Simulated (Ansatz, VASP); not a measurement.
**Two plane-wave programs on C**

The input INCAR:

```
PREC     = Accurate       # precision mode
ENCUT    = 520            # plane-wave cutoff, eV
EDIFF    = 1E-7           # SCF threshold, eV
ISMEAR   = -1             # smearing method
SIGMA    = 0.05           # smearing width, eV
LREAL    = F              # projectors in reciprocal space
LASPH    = T              # aspherical terms in the spheres
NELM     = 80             # most SCF steps
ALGO     = Normal         # electronic algorithm
ISIF     = 2              # what is computed and relaxed
LWAVE    = F              # write WAVECAR
LCHARG   = F              # write CHGCAR
GGA      = PE             # functional
NBANDS   = 16             # bands
```

Contents of KPOINTS:

```
regular mesh
0
Gamma
  12 12 2
```

File POSCAR:

```
C
1.0
    2.4885499956      0.0000000000      0.0000000000
   -1.2442749978      2.1551475148      0.0000000000
    0.0000000000      0.0000000000     24.4515486963
C
4
Direct
    0.6666666667      0.3333333333      0.5704754400
    0.3333333333      0.6666666667      0.4295245600
    0.0000000000      0.0000000000      0.4295312300
    0.0000000000      0.0000000000      0.5704687700
```

input.yaml

```yaml
crystal:
  lattice:
    - [2.4885499956, 0.0, 0.0]
    - [-1.2442749978, 2.1551475148, 0.0]
    - [0.0, 0.0, 24.4515486963]
  atoms:
    - { symbol: C, position: [0.6666666667, 0.3333333333, 0.57047544] }
    - { symbol: C, position: [0.3333333333, 0.6666666667, 0.42952456] }
    - { symbol: C, position: [0.0, 0.0, 0.42953123] }
    - { symbol: C, position: [0.0, 0.0, 0.57046877] }
hamiltonian:
  xc: pbe
  pseudopotentials: { kind: paw }
kpoints:
  mp_grid: { grid: [12, 12, 2] }
scf:
  occupations: { method: fermi_dirac, width: 0.05 }
output:
  forces: true
  stress: true
  eigenvalues: true
```

Change from the starting cell: volume scaled by 1.04.

Alike in both runs: task single point; functional PBE; k mesh 12 × 12 × 2; occupations fermi-dirac, width 0.05 eV; no spin polarisation.

```csv
,VASP,Ansatz
version,VASP 6.6.1,Ansatz 0.2.0
potentials or method,"VASP PAW PBE potentials, release 64 (C)",Ansatz PAW
plane-wave cutoff (eV),520,420
valence electrons in the cell,16,16
```

|  | VASP | Ansatz | Ansatz less VASP |
| --- | --- | --- | --- |
| gap on the k mesh at the Fermi level (eV) | none | none | - |
| rms of the force components (eV/Å) | 0.023 | 0.023 | +0.0001 |

Atom by atom the forces differ by 0.000 eV/Å (rms over components). A gap of «none» marks a metal or a gap that the smearing closes.
